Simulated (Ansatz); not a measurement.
# Platinum, simple cubic under r²SCAN: structure, energy and stiffness, part 1 of 3

What does r²SCAN give for platinum in the simple cubic structure? We relax it, solve it on a dense k-mesh, switch on spin-orbit coupling, then scale the cell to 7 volumes from 88 to 112 % of the relaxed one and try a fit of the equation of state. The k-meshes are 12×12×12 for the relaxation; 20×20×20 for the dense run; 12×12×12 for spin-orbit coupling; 14×14×14 for the volumes.

This is Pt in the simple cubic structure; at room conditions it is fcc.

Method: DFT r2SCAN, plane waves (500 eV) with PAW, scalar-relativistic; PAW files made under PBE, frozen cores solved again for the functional, in Ansatz 0.2.0.

## Step 1: The structure to begin with

Symmetry: Pm-3m, No. 221, cubic system. Conventional cell: a = 2.536 Å, b = 2.536 Å, c = 2.536 Å, α = 90.00°, β = 90.00°, γ = 90.00°. Pt (site symmetry m-3m) is surrounded by 6 Pt at 2.54 Å.

As a file:

```xyz
1
Lattice="2.5356 0.0000 0.0000 0.0000 2.5356 0.0000 0.0000 0.0000 2.5356" Properties=species:S:1:pos:R:3 pbc="T T T"
Pt    0.0000    0.0000    0.0000
```

## Step 2: Relaxation of the cell

Contents of input.yaml:

```yaml
crystal:
  lattice:
    - [2.5356188197, 0.0, 0.0]
    - [0.0, 2.5356188197, 0.0]
    - [0.0, 0.0, 2.5356188197]
  atoms:
    - { symbol: Pt, position: [0.0, 0.0, 0.0] }
hamiltonian:
  xc: r2scan
  pseudopotentials:
    kind: paw
    azcp:
      Pt: "pseudopotentials/Pt.paw.azcp"
basis:
  ecutwfc: 500
  fft_grid_basis: typed
kpoints:
  mp_grid: { grid: [12, 12, 12], shift: [0, 0, 0] }
magnetization:
  spin_polarized: false
scf:
  occupations: { method: fermi_dirac, width: 0.1 }
relax:
  max_steps: 60
  f_tol: 0.01
  cell: {}
```

Run with:

```
$ ansatz run input.yaml --threads 1 --pin off --max-ram 3584MiB --backend cpu --events-out ev --progress --plain --runs-dir out
```

Output:

```text
Engine: ansatz 0.2.0, x86_64-unknown-linux-gnu
Pseudopotentials: kind: paw
Pseudopotential: Pt, paw, valence charge 18, recommended cutoff 500 eV (meta_gga), <dir>
Functional definition: r2SCAN
  parameter k0 = 0.174
  parameter k1 = 0.065
  parameter a1 = 4.9479
  exchange = r2scan_x(k0 = k0, k1 = k1, a1 = a1)
  correlation = r2scan_c
Crystal: 1 atoms, lattice volume = 16.302 Å³
Basis set: ecut = 500 eV, 437 PW (Γ), exchange–correlation on 80×80×80 points (64 copies of the dense FFT grid, shifted against one another)
Bands: 13, of which v1, the nominal top of the filled ones, is band 9 counted from 1 (8 counted from 0)
Symmetry: 48 space group operations
Space group: Pm-3m (ITA 221), of the structure as read, at distance tolerance 2.5e-5 Å
k-points: 84 of 1728
Non-local potential: Pt, projectors of the file, l = 0: 3, l = 1: 2, l = 2: 2, l = 3: 1
PAW form: soft (Blöchl's): semilocal exchange-correlation on the pseudo side does not see the compensation charge
PAW frozen core: Pt, regenerated for the run's functional (the file was generated under x = pbe(κ = 0.804, μ = 0.2195149727645171), c = pbe(β = 0.06672455060314922))
PAW one-centre angular grid: Pt, 590 points (default); XC on 160 Gauss nodes
Initial density: superposition of atomic densities (neutral atoms: chi_scale 0, normalization atom), corrected by the library's trained network
Initial wavefunctions: pseudopotential atomic-orbital guess
Functional: x = r2scan, c = r2scan; τ floored in thin density (d = 2e-4 eV/Å³)
SCF iter   1: F=—  HF=-12536.294022 eV  |F-HF|=—  |Δ(HF+E_count)|=         —  Δρ=1.20e-2  dr2=2.02e-2  dr2_τ=2.09e-2  ethr=1.77e-3  ⟨swp⟩=4.9  Hψ=5883  notcnv=0
preconditioner: auto → none  [metal: Δε(μ)=0.033 eV  Ē_g=14.727 eV  σ=0.100 eV  W_gap=0.08  n_scr=6 (ndim 8)  ℏωp=29.1 eV  f_vac=0.000  D(μ)=1.11/eV (n_scr^D=6)  sad-step TF]
SCF iter   2: F=—  HF=-12536.302661 eV  |F-HF|=—  |Δ(HF+E_count)|=   8.64e-3  Δρ=5.88e-3  dr2=5.04e-3  dr2_τ=5.15e-4  ethr=1.12e-4  ⟨swp⟩=2.5  Hψ=2175  notcnv=0
SCF iter   3: F=—  HF=-12536.302256 eV  |F-HF|=—  |Δ(HF+E_count)|=   4.04e-4  Δρ=6.14e-4  dr2=2.45e-5  dr2_τ=1.65e-5  ethr=2.80e-5  ⟨swp⟩=2.0  Hψ=1491  notcnv=0
SCF iter   4: F=—  HF=-12536.302288 eV  |F-HF|=—  |Δ(HF+E_count)|=   3.14e-5  Δρ=1.39e-4  dr2=1.87e-6  dr2_τ=2.76e-7  ethr=1.36e-7  ⟨swp⟩=2.4  Hψ=1714  notcnv=0
iter 5 did not close the SCF: its close was put off for the readings that it lacked (scf_convergence_deferred on its scf_iter line)
SCF iter   5: F=-12536.302289 eV  HF=-12536.302289 eV  |F-HF|=1.12e-8  |Δ(HF+E_count)|=   1.42e-6  Δρ=2.08e-5  dr2=2.87e-8  dr2_τ=3.64e-9  ethr=1.04e-8  ⟨swp⟩=2.1  Hψ=1553  notcnv=0
SCF iter   6: F=-12536.302289 eV  HF=-12536.302289 eV  |F-HF|=5.25e-9  |Δ(HF+E_count)|=   2.84e-8  Δρ=6.50e-6  dr2=7.89e-9  dr2_τ=9.28e-10  ethr=1.59e-10  ⟨swp⟩=2.0  Hψ=3928  notcnv=0
SCF 1 converged in 6 iterations: F = -12536.302289 eV  dr2 = 7.89e-9
relax step   1: F+E_penalty+E_count = -12536.30228919 eV  Δ(F+E_penalty+E_count) = +0.000e0 eV  max|allowed force component| = 0.000e0 eV/Å  Δτ_max = 0.0000 Å  P = +20.403 GPa  Ω = 16.302 Å³  (6 SCF iters, dr2 threshold 1.00e-7 eV, accepted)
Crystal: 1 atoms, lattice volume = 18.855 Å³
Basis set: ecut = 500 eV, 461 PW (Γ), exchange–correlation on 80×80×80 points (64 copies of the dense FFT grid, shifted against one another)
Initial density: handed on by an earlier stage of this run
Initial wavefunctions: those handed on with the density
iter 1 solved again at ethr=3.10e-4 eV; its pass at ethr=3.10e-3 eV (dr2=5.57e-2 eV) is discarded
SCF iter   1: F=—  HF=-12535.669336 eV  |F-HF|=—  |Δ(HF+E_count)|=         —  Δρ=1.79e-2  dr2=5.74e-2  dr2_τ=8.12e-1  ethr=3.10e-4  ⟨swp⟩=1.0  Hψ=7613  notcnv=0
preconditioner: auto → none  [metal: Δε(μ)=0.037 eV  Ē_g=13.042 eV  σ=0.100 eV  W_gap=0.09  n_scr=6 (ndim 8)  ℏωp=27.0 eV  f_vac=0.000  D(μ)=1.38/eV (n_scr^D=18)]
SCF iter   2: F=—  HF=-12536.354126 eV  |F-HF|=—  |Δ(HF+E_count)|=   6.85e-1  Δρ=1.81e-2  dr2=5.97e-2  dr2_τ=1.17e-2  ethr=3.10e-4  ⟨swp⟩=2.0  Hψ=2109  notcnv=0
SCF iter   3: F=—  HF=-12536.337533 eV  |F-HF|=—  |Δ(HF+E_count)|=   1.66e-2  Δρ=7.39e-3  dr2=8.03e-3  dr2_τ=9.97e-4  ethr=3.10e-4  ⟨swp⟩=1.8  Hψ=1828  notcnv=0
SCF iter   4: F=—  HF=-12536.336361 eV  |F-HF|=—  |Δ(HF+E_count)|=   1.17e-3  Δρ=3.76e-3  dr2=2.76e-3  dr2_τ=2.04e-4  ethr=4.46e-5  ⟨swp⟩=2.2  Hψ=1930  notcnv=0
SCF iter   5: F=—  HF=-12536.335922 eV  |F-HF|=—  |Δ(HF+E_count)|=   4.39e-4  Δρ=2.39e-3  dr2=1.08e-3  dr2_τ=4.49e-5  ethr=1.53e-5  ⟨swp⟩=1.0  Hψ=1108  notcnv=0
SCF iter   6: F=—  HF=-12536.335700 eV  |F-HF|=—  |Δ(HF+E_count)|=   2.22e-4  Δρ=1.19e-3  dr2=2.59e-4  dr2_τ=1.40e-5  ethr=5.99e-6  ⟨swp⟩=1.1  Hψ=1116  notcnv=0
SCF iter   7: F=—  HF=-12536.335636 eV  |F-HF|=—  |Δ(HF+E_count)|=   6.46e-5  Δρ=4.09e-4  dr2=3.06e-5  dr2_τ=1.81e-6  ethr=1.44e-6  ⟨swp⟩=2.0  Hψ=1461  notcnv=0
SCF iter   8: F=—  HF=-12536.335632 eV  |F-HF|=—  |Δ(HF+E_count)|=   3.95e-6  Δρ=9.43e-5  dr2=1.57e-6  dr2_τ=1.09e-7  ethr=1.70e-7  ⟨swp⟩=2.5  Hψ=1547  notcnv=0
SCF iter   9: F=-12536.335631 eV  HF=-12536.335631 eV  |F-HF|=4.31e-9  |Δ(HF+E_count)|=   4.39e-7  Δρ=5.14e-6  dr2=5.56e-9  dr2_τ=8.95e-10  ethr=5.56e-10  ⟨swp⟩=3.0  Hψ=4255  notcnv=0
SCF 2 converged in 9 iterations: F = -12536.335631 eV  dr2 = 5.56e-9
relax step   2: F+E_penalty+E_count = -12536.33563140 eV  Δ(F+E_penalty+E_count) = -3.334e-2 eV  max|allowed force component| = 0.000e0 eV/Å  Δτ_max = 0.0000 Å  P = -11.279 GPa  Ω = 18.855 Å³  energy of the carried Pulay correction = -1.027e-3 eV  (9 SCF iters, dr2 threshold 1.00e-7 eV, accepted)
Crystal: 1 atoms, lattice volume = 17.860 Å³
iter 1 solved again at ethr=2.89e-5 eV; its pass at ethr=3.10e-3 eV (dr2=5.20e-3 eV) is discarded
SCF iter   1: F=—  HF=-12536.286525 eV  |F-HF|=—  |Δ(HF+E_count)|=         —  Δρ=5.58e-3  dr2=5.20e-3  dr2_τ=1.02e-1  ethr=2.89e-5  ⟨swp⟩=1.0  Hψ=7587  notcnv=0
preconditioner: auto → none  [metal: Δε(μ)=0.028 eV  Ē_g=13.778 eV  σ=0.100 eV  W_gap=0.07  n_scr=6 (ndim 8)  ℏωp=27.8 eV  f_vac=0.000  D(μ)=1.26/eV (n_scr^D=18)]
SCF iter   2: F=—  HF=-12536.380738 eV  |F-HF|=—  |Δ(HF+E_count)|=   9.42e-2  Δρ=4.31e-3  dr2=3.21e-3  dr2_τ=6.79e-4  ethr=2.89e-5  ⟨swp⟩=2.0  Hψ=2051  notcnv=0
SCF iter   3: F=—  HF=-12536.379796 eV  |F-HF|=—  |Δ(HF+E_count)|=   9.42e-4  Δρ=1.55e-3  dr2=2.97e-4  dr2_τ=4.16e-5  ethr=1.78e-5  ⟨swp⟩=1.9  Hψ=1507  notcnv=0
SCF iter   4: F=—  HF=-12536.379792 eV  |F-HF|=—  |Δ(HF+E_count)|=   4.24e-6  Δρ=6.81e-4  dr2=8.74e-5  dr2_τ=5.06e-6  ethr=1.65e-6  ⟨swp⟩=2.2  Hψ=1695  notcnv=0
SCF iter   5: F=—  HF=-12536.379777 eV  |F-HF|=—  |Δ(HF+E_count)|=   1.48e-5  Δρ=3.01e-4  dr2=1.74e-5  dr2_τ=5.87e-7  ethr=4.86e-7  ⟨swp⟩=1.8  Hψ=1393  notcnv=0
SCF iter   6: F=—  HF=-12536.379773 eV  |F-HF|=—  |Δ(HF+E_count)|=   3.73e-6  Δρ=1.28e-4  dr2=3.14e-6  dr2_τ=1.38e-7  ethr=9.69e-8  ⟨swp⟩=1.7  Hψ=1345  notcnv=0
SCF iter   7: F=—  HF=-12536.379772 eV  |F-HF|=—  |Δ(HF+E_count)|=   7.21e-7  Δρ=5.27e-5  dr2=5.32e-7  dr2_τ=2.64e-8  ethr=1.74e-8  ⟨swp⟩=1.8  Hψ=1390  notcnv=0
SCF iter   8: F=-12536.379772 eV  HF=-12536.379772 eV  |F-HF|=3.52e-8  |Δ(HF+E_count)|=   1.35e-7  Δρ=1.61e-5  dr2=4.89e-8  dr2_τ=2.58e-9  ethr=5.56e-10  ⟨swp⟩=3.0  Hψ=3977  notcnv=0
SCF 3 converged in 8 iterations: F = -12536.379772 eV  dr2 = 4.89e-8
relax step   3: F+E_penalty+E_count = -12536.37977222 eV  Δ(F+E_penalty+E_count) = -4.414e-2 eV  max|allowed force component| = 0.000e0 eV/Å  Δτ_max = 0.0000 Å  P = -2.247 GPa  Ω = 17.860 Å³  energy of the carried Pulay correction = -6.447e-4 eV  (8 SCF iters, dr2 threshold 1.00e-7 eV, accepted)
Crystal: 1 atoms, lattice volume = 17.628 Å³
iter 1 solved again at ethr=1.70e-6 eV; its pass at ethr=3.10e-3 eV (dr2=3.06e-4 eV) is discarded
SCF iter   1: F=—  HF=-12536.375458 eV  |F-HF|=—  |Δ(HF+E_count)|=         —  Δρ=1.43e-3  dr2=3.31e-4  dr2_τ=6.09e-3  ethr=1.70e-6  ⟨swp⟩=2.0  Hψ=7295  notcnv=0
preconditioner: auto → none  [metal: Δε(μ)=0.018 eV  Ē_g=13.874 eV  σ=0.100 eV  W_gap=0.04  n_scr=6 (ndim 8)  ℏωp=28.0 eV  f_vac=0.000  D(μ)=1.24/eV (n_scr^D=18)]
SCF iter   2: F=—  HF=-12536.381318 eV  |F-HF|=—  |Δ(HF+E_count)|=   5.86e-3  Δρ=1.22e-3  dr2=2.53e-4  dr2_τ=5.04e-5  ethr=1.70e-6  ⟨swp⟩=2.1  Hψ=1755  notcnv=0
SCF iter   3: F=—  HF=-12536.381242 eV  |F-HF|=—  |Δ(HF+E_count)|=   7.61e-5  Δρ=4.65e-4  dr2=2.92e-5  dr2_τ=3.62e-6  ethr=1.41e-6  ⟨swp⟩=2.1  Hψ=1471  notcnv=0
SCF iter   4: F=—  HF=-12536.381244 eV  |F-HF|=—  |Δ(HF+E_count)|=   2.15e-6  Δρ=2.20e-4  dr2=8.95e-6  dr2_τ=5.55e-7  ethr=1.62e-7  ⟨swp⟩=2.1  Hψ=1677  notcnv=0
SCF iter   5: F=—  HF=-12536.381243 eV  |F-HF|=—  |Δ(HF+E_count)|=   1.78e-6  Δρ=1.12e-4  dr2=2.32e-6  dr2_τ=8.26e-8  ethr=4.97e-8  ⟨swp⟩=1.1  Hψ=1128  notcnv=0
SCF iter   6: F=—  HF=-12536.381242 eV  |F-HF|=—  |Δ(HF+E_count)|=   5.14e-7  Δρ=4.82e-5  dr2=4.32e-7  dr2_τ=1.97e-8  ethr=1.29e-8  ⟨swp⟩=1.4  Hψ=1237  notcnv=0
SCF iter   7: F=-12536.381242 eV  HF=-12536.381242 eV  |F-HF|=6.85e-8  |Δ(HF+E_count)|=   9.68e-8  Δρ=2.25e-5  dr2=9.34e-8  dr2_τ=4.97e-9  ethr=5.56e-10  ⟨swp⟩=3.0  Hψ=3925  notcnv=0
SCF 4 converged in 7 iterations: F = -12536.381242 eV  dr2 = 9.34e-8
relax step   4: F+E_penalty+E_count = -12536.38124186 eV  Δ(F+E_penalty+E_count) = -1.470e-3 eV  max|allowed force component| = 0.000e0 eV/Å  Δτ_max = 0.0000 Å  P = +0.376 GPa  Ω = 17.628 Å³  energy of the carried Pulay correction = -5.526e-4 eV  (7 SCF iters, dr2 threshold 1.00e-7 eV, accepted)
Crystal: 1 atoms, lattice volume = 17.660 Å³
iter 1 solved again at ethr=2.40e-8 eV; its pass at ethr=3.10e-3 eV (dr2=4.31e-6 eV) is discarded
SCF iter   1: F=—  HF=-12536.381151 eV  |F-HF|=—  |Δ(HF+E_count)|=         —  Δρ=1.82e-4  dr2=5.20e-6  dr2_τ=1.21e-4  ethr=2.40e-8  ⟨swp⟩=2.0  Hψ=7068  notcnv=0
preconditioner: auto → none  [metal: Δε(μ)=0.029 eV  Ē_g=13.784 eV  σ=0.100 eV  W_gap=0.07  n_scr=6 (ndim 8)  ℏωp=27.9 eV  f_vac=0.000  D(μ)=1.24/eV (n_scr^D=18)]
SCF iter   2: F=—  HF=-12536.381268 eV  |F-HF|=—  |Δ(HF+E_count)|=   1.17e-4  Δρ=1.73e-4  dr2=5.15e-6  dr2_τ=9.29e-7  ethr=2.40e-8  ⟨swp⟩=2.0  Hψ=1777  notcnv=0
SCF iter   3: F=—  HF=-12536.381267 eV  |F-HF|=—  |Δ(HF+E_count)|=   1.45e-6  Δρ=7.22e-5  dr2=7.44e-7  dr2_τ=8.59e-8  ethr=2.40e-8  ⟨swp⟩=2.1  Hψ=1470  notcnv=0
SCF iter   4: F=—  HF=-12536.381267 eV  |F-HF|=—  |Δ(HF+E_count)|=   9.62e-8  Δρ=3.48e-5  dr2=2.24e-7  dr2_τ=1.41e-8  ethr=4.13e-9  ⟨swp⟩=2.1  Hψ=1675  notcnv=0
SCF iter   5: F=-12536.381267 eV  HF=-12536.381267 eV  |F-HF|=4.72e-8  |Δ(HF+E_count)|=   4.33e-8  Δρ=1.88e-5  dr2=6.55e-8  dr2_τ=2.41e-9  ethr=5.56e-10  ⟨swp⟩=3.9  Hψ=3219  notcnv=0
SCF 5 converged in 5 iterations: F = -12536.381267 eV  dr2 = 6.55e-8
relax step   5: F+E_penalty+E_count = -12536.38126654 eV  Δ(F+E_penalty+E_count) = -2.468e-5 eV  max|allowed force component| = 0.000e0 eV/Å  Δτ_max = 0.0000 Å  P = -0.001 GPa  Ω = 17.660 Å³  energy of the carried Pulay correction = -5.654e-4 eV  (5 SCF iters, dr2 threshold 1.00e-7 eV, accepted)
Initial wavefunctions: pseudopotential atomic-orbital guess (no wavefunctions were taken with the density)
iter 1 solved again at ethr=1.50e-8 eV; its pass at ethr=3.10e-3 eV (dr2=2.70e-6 eV) is discarded
SCF iter   1: F=—  HF=-12536.381603 eV  |F-HF|=—  |Δ(HF+E_count)|=         —  Δρ=6.42e-4  dr2=2.45e-6  dr2_τ=1.34e-5  ethr=1.50e-8  ⟨swp⟩=3.1  Hψ=9038  notcnv=0
preconditioner: auto → none  [metal: Δε(μ)=0.029 eV  Ē_g=13.785 eV  σ=0.100 eV  W_gap=0.07  n_scr=6 (ndim 8)  ℏωp=27.9 eV  f_vac=0.000  D(μ)=1.24/eV (n_scr^D=18)]
SCF iter   2: F=—  HF=-12536.381823 eV  |F-HF|=—  |Δ(HF+E_count)|=   2.21e-4  Δρ=3.19e-4  dr2=5.85e-7  dr2_τ=1.12e-5  ethr=1.36e-8  ⟨swp⟩=2.1  Hψ=1525  notcnv=0
SCF iter   3: F=—  HF=-12536.381912 eV  |F-HF|=—  |Δ(HF+E_count)|=   8.91e-5  Δρ=3.37e-5  dr2=1.22e-7  dr2_τ=7.58e-8  ethr=3.25e-9  ⟨swp⟩=2.0  Hψ=1514  notcnv=0
SCF iter   4: F=—  HF=-12536.381913 eV  |F-HF|=—  |Δ(HF+E_count)|=   4.18e-7  Δρ=1.16e-5  dr2=3.42e-9  dr2_τ=9.11e-9  ethr=6.80e-10  ⟨swp⟩=2.1  Hψ=1524  notcnv=0
SCF iter   5: F=—  HF=-12536.381913 eV  |F-HF|=—  |Δ(HF+E_count)|=   1.32e-7  Δρ=1.33e-6  dr2=1.52e-10  dr2_τ=4.31e-11  ethr=1.90e-11  ⟨swp⟩=2.1  Hψ=1542  notcnv=0
SCF iter   6: F=—  HF=-12536.381913 eV  |F-HF|=—  |Δ(HF+E_count)|=  3.07e-10  Δρ=5.72e-7  dr2=3.75e-11  dr2_τ=7.26e-12  ethr=1.00e-12  ⟨swp⟩=2.1  Hψ=1540  notcnv=0
SCF iter   7: F=-12536.381913 eV  HF=-12536.381913 eV  |F-HF|=1.09e-11  |Δ(HF+E_count)|=  8.37e-11  Δρ=1.03e-7  dr2=1.13e-12  dr2_τ=1.85e-13  ethr=1.00e-12  ⟨swp⟩=5.0  Hψ=4123  notcnv=0
SCF 6 converged in 7 iterations: F = -12536.381913 eV  dr2 = 1.13e-12
relax step   6: F+E_penalty+E_count = -12536.38191288 eV  Δ(F+E_penalty+E_count) = -6.463e-4 eV  max|allowed force component| = 0.000e0 eV/Å  Δτ_max = 0.0000 Å  P = +0.016 GPa  Ω = 17.660 Å³  stress off target by 1.61e-2 GPa  SCF on the basis re-selected at this cell (its energy is not comparable with the rows above)  (7 SCF iters)
basis re-selected at this cell: Δ(F+E_penalty+E_count) = -6.463e-4 eV, ΔP = +0.017 GPa vs the last step (what re-selecting the basis moved, of the pressure what is left beyond the Pulay correction that the steps carried, after the strain that the cell walked since its last selection, with what the two solves' SCF thresholds leave and, on support functions, any second-order correction that the steps lacked; it is no measure of the basis error at this ecutwfc). This SCF's stress stands 1.61e-2 GPa from its target on what of the cell is left free (relax.cell.stress_tol is 5.00e-2 GPa) and its largest allowed force component is 0.00e0 eV/Å (relax.f_tol is 1.00e-2 eV/Å): within both
SCF converged after 7 iterations
Free energy (F): -12536.381913 eV
Harris-Foulkes:  -12536.381913 eV  (|F-HF|=1.09e-11)
Internal energy: -12536.340698 eV  (E = F + TS)
E sigma→0 (E₀):  -12536.361306 eV
Entropy (-TS):   -0.041215 eV (-41.215 meV/atom)
Fermi energy:    18.615454 eV
--- Per-component energies (eV) ---
  E_band       = -218.687988
  E_kinetic    = 638.404463
  E_local      = -1765.183104  (includes V_loc(G=0)·N_el)
  E_nonlocal   = 202.497874
  E_hartree    = 660.027248
  E_xc         = -249.862087
  E_vxc        = -337.139914  (∫ρ·V_xc dr)
  E_paw        = -9480.402671  (= ΣΔE_a)
  E_vpaw       = -298.915878  (= ΣTr[D̂ρ^β])
  E_aug_tail   = 0.000125  (compensation charges beyond the density's cutoff)
  E_vtau       = 21.593984  (kinetic-family band-sum trace: ∫τ·v_τ [+ j·A + Jᵃ·Aᵃ] dr)
  E_ewald      = -2541.591052
  E_core_change = -0.231494  (= ΣΔE_core)
  E_smearing   = -0.041215  (= −TS)
  E_closure    = -0.000000  (closes the sum)
  Σ components = -12536.381913   (vs F -12536.381913, Δ=0.00e0)
--- Forces (eV/Å), atoms counted from 1 ---
  atom   1  Pt    -0.00000000    -0.00000000    -0.00000000
  max |Σ_I F_I| component: 3.29e-32 eV/Å
--- Stress (GPa, compression-positive) ---
        0.016142       0.000000      -0.000000
        0.000000       0.016142       0.000000
       -0.000000       0.000000       0.016142
  P = ⅓ Tr σ = 0.0161 GPa (0.161 kbar)
--- Relaxed structure (5 steps of the walk, 5 accepted, 1 SCFs on fresh bases) ---
  F+E_penalty+E_count = -12536.38191288 eV   max|allowed force component| = 0.000e0 eV/Å   (the final SCF, on the basis selected at the relaxed cell)
  cell:  # Å, volume = 17.6603 Å³
    - [2.6041501060052443, 2.5799436546687345e-33, 5.216060266048763e-34]
    - [2.5799436546687345e-33, 2.6041501060052443, 0.0]
    - [5.216060266048763e-34, 0.0, 2.6041501060052443]
  atoms:
    - { symbol: Pt, position: [0.0, 0.0, 0.0] }
```

It took 23 s on 1 thread of Intel Xeon Platinum 8259CL at 2.50GHz (Skylake/Cascade Lake), shared host; peak memory 0.52 GiB.

Relaxation path:

```tsv
step	energy change (meV/atom)	largest force (eV/Å)	pressure (GPa)	volume (Å³/atom)
1	0.00	0.0000	20.40	16.302
2	-33.34	0.0000	-11.28	18.855
3	-77.48	0.0000	-2.25	17.860
4	-78.95	0.0000	0.38	17.628
5	-78.98	0.0000	0.00	17.660
6	-79.62	0.0000	0.02	17.660
```

Steps that repeat a cell are solved on a basis chosen anew, so their changes of energy are no gain of the relaxation.

The cell of the run, before and after:

|  | before | after | change |
| --- | --- | --- | --- |
| a (Å) | 2.536 | 2.604 | +2.7 % |
| b (Å) | 2.536 | 2.604 | +2.7 % |
| c (Å) | 2.536 | 2.604 | +2.7 % |
| volume (Å³/atom) | 16.302 | 17.660 | +8.3 % |
| shortest distance (Å) | 2.536 | 2.604 | +2.7 % |
| space group (spins left aside) | Pm-3m | Pm-3m | same |

(Continued in part 2 of 3.)
